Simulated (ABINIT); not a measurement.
The system is Al.

```
CELL_PARAMETERS angstrom
0.00000 2.02481 2.02481
2.02481 0.00000 2.02481
2.02481 2.02481 0.00000
ATOMIC_POSITIONS crystal
Al 0.00000 0.00000 0.00000
```

Base run:

* Program: ABINIT 10.8.3 (patched build)
* Functional: PBEsol
* Potentials or basis: JTH PAW PBE v2.0
* Cutoff: 544 eV
* k mesh: 11 × 11 × 11
* Occupations: fermi-dirac, width 0.05 eV
* Spin: no spin polarisation

Its results: band gap on the k mesh none (metal or under the smearing width); pressure -1.7 GPa.

Problem. The run is repeated on the same cell with these changes: k mesh from 11 × 11 × 11 to 4 × 4 × 4. What comes out?

Solution. Band gap on the k mesh none (metal or under the smearing width); pressure -0.9 GPa.

Caveats: some runs use coarse meshes; the PAW data sets were made with another functional, which shifts forces and pressure a little.
